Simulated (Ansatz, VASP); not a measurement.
One calculation of BeS, two programs

File POSCAR:

```
BeS
1.0
    0.0000000000      2.4708208238      2.4708208238
    2.4708208238      0.0000000000      2.4708208238
    2.4708208238      2.4708208238      0.0000000000
Be S
1 1
Direct
    0.0000000000      0.0000000000      0.0000000000
    0.2500000000      0.2500000000      0.2500000000
```

The input INCAR.step1:

```
PREC = Accurate
ENCUT = 520
ISMEAR = 0
SIGMA = 0.01
LREAL = F
LASPH = T
NELM = 80
NBANDS = 11
GGA = PE
ALGO = Normal
EDIFF = 1E-4
LWAVE = T
LCHARG = F
```

The input INCAR.step2:

```
PREC = Accurate
ENCUT = 520
EDIFF = 1E-6
ISMEAR = 0
SIGMA = 0.01
LREAL = F
LASPH = T
NELM = 80
ALGO = Normal
ISIF = 2
LWAVE = F
LCHARG = F
METAGGA = R2SCAN
LMIXTAU = T
NBANDS = 11
ISTART = 1
```

The input KPOINTS:

```
regular mesh
0
Gamma
  10 10 10
```

Input for Ansatz:

```yaml
crystal:
  lattice:
    - [0.0, 2.4708208238, 2.4708208238]
    - [2.4708208238, 0.0, 2.4708208238]
    - [2.4708208238, 2.4708208238, 0.0]
  atoms:
    - { symbol: Be, position: [0.0, 0.0, 0.0] }
    - { symbol: S, position: [0.25, 0.25, 0.25] }
kpoints:
  mp_grid: { grid: [10, 10, 10] }
  band_path:
    path:
      - [0.0, 0.0, 0.0]
      - [-0.5, -0.5, 0.0]
      - [-0.375, -0.375, 0.25]
      - [-0.375, 0.0, 0.375]
      - [0.0, 0.0, 0.5]
      - [-0.5, -0.25, 0.25]
      - [-0.0375, 0.0, 0.0375]
      - [0.0, 0.5, 0.5]
    npoints: 1
hamiltonian:
  xc: r2scan
scf:
  occupations: { method: fixed }
  n_extra_bands: 4
output:
  forces: true
  stress: true
  eigenvalues: true
  write_density: true
  write_potential: true
  elf: true
  volumetric_format: npy
```

Change from the starting cell: hydrostatic strain +1.5%.

Alike in both runs: task single point; functional r2SCAN; k mesh 10 × 10 × 10; no spin polarisation.

```csv
,VASP,Ansatz
version,VASP 6.6.1,Ansatz 0.2.0
potentials or method,"VASP PAW PBE potentials, release 64 (Be, S)","plane waves, PAW"
plane-wave cutoff (eV),520,500
occupations,"gaussian, width 0.01 eV",fixed
valence electrons in the cell,8,8
```

|  | VASP | Ansatz | Ansatz less VASP |
| --- | --- | --- | --- |
| gap on the k mesh at the Fermi level (eV) | 3.69 | 3.68 | -0.009 |
| pressure (GPa) | -3.8 | -4.0 | -0.23 |

Caveats: the PAW data sets were made with another functional, which shifts forces and pressure a little (VASP). A k mesh can miss the band edges.
